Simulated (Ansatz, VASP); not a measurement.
One calculation of Pd, two programs

```
Pd
1.0
     0.00000    1.92114    1.92114
     1.92114    0.00000    1.92114
     1.92114    1.92114    0.00000
Pd
1
Direct
  0.00000 0.00000 0.00000
```

Alike in both runs: task single point; functional LDA; k mesh 14 × 14 × 14; no spin polarisation.

|  | VASP | Ansatz |
| --- | --- | --- |
| version | VASP 6.6.1 | Ansatz 0.2.0 |
| potentials or method | VASP PAW LDA potentials, release 64 (Pd) | plane waves (420 eV) with PAW, scalar-relativistic |
| plane-wave cutoff (eV) | 520 | 420 |
| occupations | methfessel-paxton of order 1, width 0.3 eV | cold, width 0.3 eV |
| valence electrons in the cell | 10 | 18 |

Ansatz gave:

```
pressure (GPa) : -0.4
```

**Question.** Estimate VASP's values.

**Answer.** Pressure (GPa): 0.0.

The two sets of potentials don't hold the same shells in valence. Ansatz warned: «pseudo_functional_mismatch».
